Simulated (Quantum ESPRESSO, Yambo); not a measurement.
An input for Yambo 5.3.0 (GaP (F-43m)):

```
optics
bss
bse
em1s
dipoles
rim_cut
RandQpts= 1000000
RandGvec= 1 RL
Chimod= "HARTREE"
BSKmod= "SEX"
BSEmod= "resonant"
BSSmod= "h"
BSENGexx= 30 Ry
BSENGBlk= 4 Ry
% BSEQptR
 1 | 1 |
%
% BSEBands
 7 | 13 |
%
% BEnRange
 0 | 5 | eV
%
% BDmRange
 0.1 | 0.1 | eV
%
BEnSteps= 101
% BLongDir
 1 | 0 | 0 |
%
% BndsRnXs
 1 | 32 |
%
NGsBlkXs= 4 Ry
% LongDrXs
 1 | 1 | 1 |
%
% KfnQP_E
 0.536 | 1.0 | 1.0 |
%
BSHayTrs= -0.02
```

```sh
OMP_NUM_THREADS=1 mpirun -n 8 yambo -F bse12.in -J bse12 -C bse12 > bse12.log
```

The stored states that it reads are on a 6×6×6 mesh. It takes space group F-43m (No. 216, cubic). Conventional cell: a = 5.450 Å, b = 5.450 Å, c = 5.450 Å, α = 90.00°, β = 90.00°, γ = 90.00°. Nearest to Ga lie 4 P at 2.36 Å. P has 4 Ga at 2.36 Å nearest. Farther neighbours are not listed.

**Question.** Estimate wall time and host memory on 8 MPI ranks of Arm Neoverse V1, shared host.

It took 2.9 min; on shared hardware allow 87 s to 5.8 min. Peak host memory was 2.4 GiB.

The kernel grows as the square of the matrix size, and full diagonalisation as its cube.

[Paths, hosts, dates, memory and timing lines, banners, echoed tables and standing remarks are left out of the program output.]

[Logs are printed without paths, hosts, clocks, repeated set-up lines and the standing remarks that a program may print on its own settings, such as how far it seeks lower states.]

[Runs of the session that timed out or met a known fault of the program may be left out.]

[Hosts, paths, dates, database ids (printed as entryN), source tags and the programs' standing remarks are cut or masked in the printed files.]
